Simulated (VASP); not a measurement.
# Pb (P6_3/mmc) in VASP: notebook

One crystal, Pb, is run at these levels: PBEsol; tasks: single point, relaxation of cell and atoms.

Everything below comes from runs of VASP 6.6.1. Logs are shortened: lines on timing, memory, paths and dates and some standing lists are left out, and cuts for length are marked.

### 1 The structure

Symmetry: P6_3/mmc, No. 194, hexagonal system. The conventional cell has a = 3.472 Å, b = 3.472 Å, c = 5.727 Å, α = 90.00°, β = 90.00°, γ = 120.00°. Around Pb (site symmetry -6m2) lie 12 Pb at 3.47 to 3.50 Å.

This isn't the form of Pb at room conditions, which is fcc.

### 2 Single point, PBEsol

The input, INCAR:

```
PREC     = Accurate       # precision mode
ENCUT    = 520            # plane-wave cutoff, eV
EDIFF    = 1E-7           # SCF threshold, eV
ISMEAR   = 0              # smearing method
SIGMA    = 0.1            # smearing width, eV
LREAL    = False          # projectors in reciprocal space
LASPH    = True           # aspherical terms in the spheres
NELM     = 100            # most SCF steps
ALGO     = Fast           # electronic algorithm
ISIF     = 2              # what is computed and relaxed
LWAVE    = False          # write WAVECAR
LCHARG   = False          # write CHGCAR
GGA      = PS             # functional
NBANDS   = 21             # bands
```

The input, KPOINTS:

```
Automatic mesh
0
Gamma
  15 15 8
```

The input, POSCAR:

```
Pb
1.0
   -1.7360826491     -3.0069833543      0.0000000000
   -1.7360826491      3.0069833543      0.0000000000
    0.0000000000      0.0000000000     -5.7272151575
Pb
2
Direct
    0.3333333333      0.6666666667      0.2500000000
    0.6666666667      0.3333333333      0.7500000000
```

Potentials or basis: VASP PAW PBE potentials, release 64 (Pb_d).

The run is started by

```bash
$ cat potpaw_PBE.64/Pb_d/POTCAR > POTCAR
$ mpirun -np 1 vasp_std > vasp.out
```

OUTCAR:

```text
PREC = Accurate
   ENCUT = 520
   EDIFF = 1E-7
   ISMEAR = 0
   LREAL = False
   LASPH = True
   NELM = 100
   ISIF = 2
   GGA = PS

 ion  position               nearest neighbor table
   1  0.333  0.667  0.250-   2 3.50   2 3.50   2 3.50   2 3.50   2 3.50   2 3.50
   2  0.667  0.333  0.750-   1 3.50   1 3.50   1 3.50   1 3.50   1 3.50   1 3.50

  LATTYP: Found a hexagonal cell.
 ALAT       =     3.4721652981
 C/A-ratio  =     1.6494650069

  Lattice vectors:

 A1 = (  -1.7360826491,  -3.0069833543,   0.0000000000)
 A2 = (  -1.7360826491,   3.0069833543,   0.0000000000)
 A3 = (   0.0000000000,   0.0000000000,  -5.7272151575)

Analysis of symmetry for initial positions (statically):
=====================================================================
 Subroutine PRICEL returns:
 Original cell was already a primitive cell.

 Routine SETGRP: Setting up the symmetry group for a
 hexagonal supercell.

 Subroutine GETGRP returns: Found 24 space group operations
 (whereof 12 operations were pure point group operations)
 out of a pool of 24 trial point group operations.

The static configuration has the point symmetry D_3d.
 The point group associated with its full space group is D_6h.

Analysis of symmetry for dynamics (positions and initial velocities):
=====================================================================
 Subroutine PRICEL returns:
 Original cell was already a primitive cell.

 Routine SETGRP: Setting up the symmetry group for a
 hexagonal supercell.

 Subroutine GETGRP returns: Found 24 space group operations
 (whereof 12 operations were pure point group operations)
 out of a pool of 24 trial point group operations.

The dynamic configuration has the point symmetry D_3d.
 The point group associated with its full space group is D_6h.

 Subroutine INISYM returns: Found 24 space group operations
 (whereof 12 operations are pure point group operations),
 and found     1 'primitive' translations

----------------------------------------------------------------------------------------

                                     Primitive cell

  volume of cell :      59.7964

  direct lattice vectors                    reciprocal lattice vectors
    -1.736082649 -3.006983354  0.000000000    -0.288004722 -0.166279604  0.000000000
    -1.736082649  3.006983354  0.000000000    -0.288004722  0.166279604  0.000000000
     0.000000000  0.000000000 -5.727215157     0.000000000  0.000000000 -0.174604930

  length of vectors
     3.472165298  3.472165298  5.727215157     0.332559207  0.332559207  0.174604930

  position of ions in fractional coordinates (direct lattice)
     0.333333333  0.666666667  0.250000000
     0.666666667  0.333333333  0.750000000

  ion indices of the primitive-cell ions
   primitive index   ion index
                 1           1
                 2           2

----------------------------------------------------------------------------------------

 KPOINTS: Automatic mesh

Automatic generation of k-mesh.
 Grid dimensions read from file:
 generate k-points for:   15   15    8

 Generating k-lattice:

  Cartesian coordinates                     Fractional coordinates (reciprocal lattice)
    -0.019200315 -0.011085307  0.000000000     0.066666667  0.000000000  0.000000000
    -0.019200315  0.011085307  0.000000000     0.000000000  0.066666667  0.000000000
     0.000000000  0.000000000 -0.021825616     0.000000000  0.000000000  0.125000000

  Length of vectors
     0.022170614  0.022170614  0.021825616

  Shift w.r.t. Gamma in fractional coordinates (k-lattice)
     0.000000000  0.000000000  0.000000000

 Subroutine IBZKPT returns following result:
 ===========================================

 Found    135 irreducible k-points:

 Following reciprocal coordinates:
            Coordinates               Weight
  0.000000  0.000000  0.000000      1.000000
  0.066667  0.000000  0.000000      6.000000
  0.133333  0.000000  0.000000      6.000000
  0.200000 -0.000000  0.000000      6.000000
  0.266667  0.000000  0.000000      6.000000
  0.333333  0.000000  0.000000      6.000000
[... 16 lines left out ...]
  0.333333  0.200000  0.000000     12.000000
  0.400000  0.200000  0.000000      6.000000
 [... further k-points ...]
   k-points           NKPTS =    135   k-points in BZ     NKDIM =    135   number of bands    NBANDS=     21
   number of dos      NEDOS =    301   number of ions     NIONS =      2
   total plane-waves  NPLWV =  37632
   dimension x,y,z NGX =    28 NGY =   28 NGZ =   48
   dimension x,y,z NGXF=    56 NGYF=   56 NGZF=   96
   ions per type =               2
   NGX,Y,Z   is equivalent  to a cutoff of  13.41, 13.41, 13.93 a.u.
   NGXF,Y,Z  is equivalent  to a cutoff of  26.81, 26.81, 27.87 a.u.
 SYSTEM =  unknown system
   PREC   = accura    normal or accurate (medium, high low for compatibility)
   ISTART =      0    job   : 0-new  1-cont  2-samecut
   ICHARG =      2    charge: 1-file 2-atom 10-const
   ISPIN  =      1    spin polarized calculation?
   LNONCOLLINEAR =      F non collinear calculations
   LSORBIT =      F    spin-orbit coupling
   LASPH  =      T    aspherical Exc in radial PAW
   ENCUT  =  520.0 eV  38.22 Ry    6.18 a.u.   6.46  6.46 10.65*2*pi/ulx,y,z
   NELM   =    100;   NELMIN=  2; NELMDL= -5     # of ELM steps
   EDIFF  = 0.1E-06   stopping-criterion for ELM
   LREAL  =      F    real-space projection
   EDIFFG = 0.1E-05   stopping-criterion for IOM
   NSW    =      0    number of steps for IOM
   IBRION =     -1    ionic relax: 0-MD 1-quasi-New 2-CG
   NFREE  =      0    steps in history (QN), initial steepest desc. (CG)
   ISIF   =      2    stress and relaxation
   ISYM   =      2    0-nonsym 1-usesym 2-fastsym
   POTIM  = 0.5000    time-step for ionic-motion
   TEBEG  =    0.0;   TEEND  =   0.0 temperature during run
   PSTRESS=    0.0 pullay stress
   NELECT =      28.0000    total number of electrons
   NUPDOWN=      -1.0000    fix difference up-down
   EMIN   =  10.00;   EMAX   =-10.00  energy-range for DOS
   EFERMI =   0.00;   METHOD = LEGACY
   ISMEAR =     0;   SIGMA  =   0.10  broadening in eV -4-tet -1-fermi 0-gaus
   EFERMI_NEDOS =   21; number of points for ismear=-14 and -15
   IALGO  =     68    algorithm
   IMIX   =      4    mixing-type and parameters
     AMIX     =   0.40;   BMIX     =  1.00
     AMIX_MAG =   1.60;   BMIX_MAG =  1.00
  volume/ion in A,a.u.               =      29.90       201.76
  Fermi-wavevector in a.u.,A,eV,Ry     =   1.271264  2.402341 21.988553  1.616113
  Thomas-Fermi vector in A             =   2.404207
   LORBIT       =      0    0 simple, 1 ext, 2 COOP (PROOUT), +10 PAW based schemes
   GGA     = PS    functional components
   LHFCALC =     F    Hartree Fock is set to
   AEXX    =    0.0000 exact exchange contribution
   IVDW    =     0    specifies the selected vdW correction
   LEPSILON=     F    determine dielectric tensor
   LRPA    =     F    only Hartree local field effects (RPA)
 non-spin polarized calculation
 RMM-DIIS sequential band-by-band and
 Gauss-broadening in eV      SIGMA  =   0.10
  energy-cutoff  :      520.00
  volume of cell :       59.80
 maximum number of plane-waves:      1635
 NGX is ok and might be reduce to    28
   NGX = 13   NGY = 13   NGZ = 21

 number of electron      28.0000004 magnetization

 Free energy of the ion-electron system (eV)
  ---------------------------------------------------
  ext. energy  EPLUGINS =         0.00000000
  ---------------------------------------------------
  free energy    TOTEN  =        -7.98572575 eV

  energy without entropy =       -7.98273798  energy(sigma->0) =       -7.98423186

 E-fermi :   7.2071     XC(G=0): -10.4106

 val. band max:        7.1545643520   @ k =   0.3333   0.0000   0.2500
 cond. band min:       7.2615560469   @ k =   0.2667   0.1333   0.1250
 fundamental gap:      0.1069916949
 Fermi energy:         7.2071360576

 k-point     1 :       0.0000    0.0000    0.0000
  band No.  band energies     occupation
      1      -9.7787      2.00000
      2      -9.7499      2.00000
      3      -9.7243      2.00000
      4      -9.7243      2.00000
      5      -9.7029      2.00000
      6      -9.7029      2.00000
[... 13 lines left out ...]
     20      16.4222      0.00000
     21      18.8131      0.00000

 k-point     2 :       0.0667    0.0000    0.0000
  band No.  band energies     occupation
      1      -9.7747      2.00000
      2      -9.7520      2.00000
      3      -9.7171      2.00000
      4      -9.7129      2.00000
      5      -9.7012      2.00000
      6      -9.6919      2.00000
[... 13 lines left out ...]
     20      16.8251      0.00000
     21      18.3451      0.00000

 k-point     3 :       0.1333    0.0000    0.0000
  band No.  band energies     occupation
      1      -9.7841      2.00000
      2      -9.7406      2.00000
      3      -9.7098      2.00000
      4      -9.6806      2.00000
      5      -9.6804      2.00000
      6      -9.6607      2.00000
[... 13 lines left out ...]
     20      17.4782      0.00000
     21      17.7277      0.00000

 k-point     4 :       0.2000   -0.0000    0.0000
  band No.  band energies     occupation
      1      -9.8100      2.00000
      2      -9.7253      2.00000
      3      -9.7018      2.00000
      4      -9.6866      2.00000
      5      -9.6705      2.00000
      6      -9.6353      2.00000
[... 13 lines left out ...]
     20      16.8691      0.00000
     21      17.9320      0.00000

 k-point     5 :       0.2667    0.0000    0.0000
  band No.  band energies     occupation
      1      -9.8395      2.00000
      2      -9.7345      2.00000
      3      -9.7187      2.00000
      4      -9.6878      2.00000
      5      -9.6694      2.00000
      6      -9.5824      2.00000
[... 13 lines left out ...]
     20      16.4387      0.00000
     21      17.8861      0.00000

 k-point     6 :       0.3333    0.0000    0.0000
  band No.  band energies     occupation
      1      -9.8669      2.00000
      2      -9.7515      2.00000
      3      -9.7477      2.00000
      4      -9.7035      2.00000
      5      -9.6368      2.00000
      6      -9.5876      2.00000
[... 13 lines left out ...]
     20      16.0460      0.00000
     21      17.6567      0.00000

 k-point     7 :       0.4000    0.0000    0.0000
  band No.  band energies     occupation
      1      -9.8879      2.00000
      2      -9.7783      2.00000
      3      -9.7591      2.00000
      4      -9.7152      2.00000
      5      -9.6116      2.00000
      6      -9.6062      2.00000
[... 13 lines left out ...]
     20      15.7580      0.00000
     21      17.5192      0.00000
[... 291 lines left out ...]
      1      -9.8490      2.00000
      2      -9.8042      2.00000
      3      -9.7236      2.00000
      4      -9.7098      2.00000
      5      -9.6210      2.00000
      6      -9.6033      2.00000
[... 13 lines left out ...]
     20      15.6486      0.00000
     21      19.6870      0.00000

 k-point    21 :       0.2000    0.2000    0.0000
  band No.  band energies     occupation
      1      -9.7669      2.00000
      2      -9.7603      2.00000
      3      -9.7587      2.00000
      4      -9.7035      2.00000
      5      -9.6374      2.00000
      6      -9.6076      2.00000
[... 13 lines left out ...]
     20      17.5975      0.00000
     21      18.2343      0.00000

 k-point    22 :       0.2667    0.2000    0.0000
  band No.  band energies     occupation
      1      -9.7888      2.00000
      2      -9.7795      2.00000
      3      -9.7240      2.00000
      4      -9.7037      2.00000
      5      -9.6253      2.00000
      6      -9.6056      2.00000
[... 13 lines left out ...]
     20      17.6093      0.00000
     21      19.5372      0.00000

 k-point    23 :       0.3333    0.2000    0.0000
  band No.  band energies     occupation
      1      -9.8084      2.00000
      2      -9.7907      2.00000
      3      -9.6996      2.00000
      4      -9.6947      2.00000
      5      -9.6236      2.00000
      6      -9.6125      2.00000
[... 13 lines left out ...]
     20      17.4520      0.00000
     21      20.3181      0.00000

 k-point    24 :       0.4000    0.2000    0.0000
  band No.  band energies     occupation
      1      -9.8154      2.00000
      2      -9.7947      2.00000
      3      -9.6966      2.00000
      4      -9.6848      2.00000
      5      -9.6314      2.00000
      6      -9.6010      2.00000
[... 13 lines left out ...]
     20      17.3950      0.00000
     21      20.8726      0.00000

 [... further k-points ...]
[... 5 lines left out ...]
  --------------------------------------------------------------------------------------
  -------------------------------------------------------------------------------------
  Total       -0.0363270     -0.0363270     -0.0366625     -0.0000000     -0.0000000      0.0000000
  in kB       -0.9733403     -0.9733403     -0.9823319     -0.0000000     -0.0000000      0.0000000
  external PRESSURE =      -0.9763375 kB  Pullay stress =       0.0000000 kB

 VOLUME and BASIS-vectors are now :
 -----------------------------------------------------------------------------
  energy-cutoff  :      520.00
  volume of cell :       59.80
      direct lattice vectors                 reciprocal lattice vectors
    -1.736082649 -3.006983354  0.000000000    -0.288004722 -0.166279604  0.000000000
    -1.736082649  3.006983354  0.000000000    -0.288004722  0.166279604  0.000000000
     0.000000000  0.000000000 -5.727215157     0.000000000  0.000000000 -0.174604930

 POSITION                                       TOTAL-FORCE (eV/Angst)
 -----------------------------------------------------------------------------------
     -1.73608      1.00233     -1.43180        -0.000000      0.000000      0.000000
     -1.73608     -1.00233     -4.29541         0.000000     -0.000000      0.000000
 -----------------------------------------------------------------------------------
    total drift:                               -0.000000      0.000000     -0.000000

  FREE ENERGIE OF THE ION-ELECTRON SYSTEM (eV)
  ---------------------------------------------------
  free  energy   TOTEN  =        -7.9857257464 eV

  energy  without entropy=       -7.9827379784  energy(sigma->0) =       -7.98423186
```

Wall time 86 s (1 thread of Intel Xeon 6975P-C (Granite Rapids), shared host); peak memory 0.27 GiB.

What came out:

* Free energy: -7.9857 eV
* Pressure: -0.1 GPa
* Band gap on the k mesh: none (metal or under the smearing width)

Levels at points of the mesh, in eV from the Fermi level:
| k point | band 10 | band 11 | band 12 | band 13 | band 14 | band 15 | band 16 | band 17 | band 18 | band 19 |
| --- | --- | --- | --- | --- | --- | --- | --- | --- | --- | --- |
| (0.00, 0.00, 0.00) | -16.68 | -11.82 | -8.19 | -4.26 | 5.80 | 5.80 | 7.51 | 7.58 | 7.58 | 9.00 |
| (0.00, 0.00, 0.50) | -16.74 | -10.62 | -10.62 | 0.69 | 0.69 | 6.65 | 6.65 | 6.65 | 6.65 | 9.41 |

Caveat: the PAW data sets were made with another functional, which shifts forces and pressure a little.

### 3 Relaxation of cell and atoms, PBEsol

This run uses another cell than the first one, of 29.31 Å³/atom, 0.980 times its volume.

The input, INCAR:

```
PREC = Accurate
ENCUT = 600
EDIFF = 1E-6
ISMEAR = 0
SIGMA = 0.1
LREAL = F
LASPH = T
NELM = 100
ALGO = Fast
ISIF = 3
LWAVE = F
LCHARG = F
GGA = PS
IBRION = 2
NSW = 100
EDIFFG = -0.005
```

The input, KPOINTS:

```
regular mesh
0
Gamma
  15 15 8
```

The input, POSCAR:

```
Pb
1.0
   -1.7400003453     -3.0137690032      0.0000000000
   -1.7400003453      3.0137690032      0.0000000000
    0.0000000000      0.0000000000     -5.5900000000
Pb
2
Direct
    0.3333333333      0.6666666667      0.2500000000
    0.6666666667      0.3333333335      0.7500000000
```

Potentials or basis: VASP PAW PBE potentials, release 64 (Pb_d).

The run is started by

```bash
$ cat potpaw_PBE.64/Pb_d/POTCAR > POTCAR
$ mpirun -np 1 vasp_std > vasp.out
```

Wall time 3.8 min (1 thread of Intel Xeon 6975P-C (Granite Rapids), shared host); peak memory 0.3 GiB.

It converged, with:

* Free energy: -7.9857 eV
* Relaxed volume: 29.89 Å³/atom
* Relaxed cell: a = 3.472 Å, b = 3.472 Å, c = 5.727 Å, α = 90.00°, β = 90.00°, γ = 120.00°
* Space group after relaxing (to 0.05 Å): P6_3/mmc (No. 194)
* Energy gained by relaxing: 5.0 meV/atom
* Ionic steps: 5
* Pressure after relaxing: 0.0 GPa
* Band gap on the k mesh: none (metal or under the smearing width)

Step by step:
```tsv
step	energy change (eV)	largest force (eV/Å)	pressure (GPa)	volume (Å³)
1	0.0000	0.0000	1.12	58.63
2	-0.0082	0.0000	-0.48	60.37
3	-0.0083	0.0000	-0.29	60.15
4	-0.0098	0.0000	-0.08	59.88
5	-0.0099	0.0000	-0.01	59.79
```

Final structure:
```cif
data_structure
_symmetry_space_group_name_H-M 'P 1'
_symmetry_Int_Tables_number 1
_cell_length_a 3.4719
_cell_length_b 3.4719
_cell_length_c 5.7269
_cell_angle_alpha 90.000
_cell_angle_beta 90.000
_cell_angle_gamma 120.000
_cell_volume 59.79
loop_
_atom_site_label
_atom_site_type_symbol
_atom_site_fract_x
_atom_site_fract_y
_atom_site_fract_z
_atom_site_occupancy
Pb1 Pb 0.33333 0.66667 0.25000 1
Pb2 Pb 0.66667 0.33333 0.75000 1
```

Levels at points of the mesh, in eV from the Fermi level:
| k point | band 11 | band 12 | band 13 | band 14 | band 15 | band 16 | band 17 | band 18 |
| --- | --- | --- | --- | --- | --- | --- | --- | --- |
| (0.00, 0.00, 0.00) | -11.82 | -8.19 | -4.26 | 5.80 | 5.80 | 7.51 | 7.58 | 7.58 |
| (0.00, 0.00, 0.50) | -10.62 | -10.62 | 0.69 | 0.69 | 6.65 | 6.65 | 6.65 | 6.65 |

Caveat: the PAW data sets were made with another functional, which shifts forces and pressure a little.

[end of part 1 of 2]
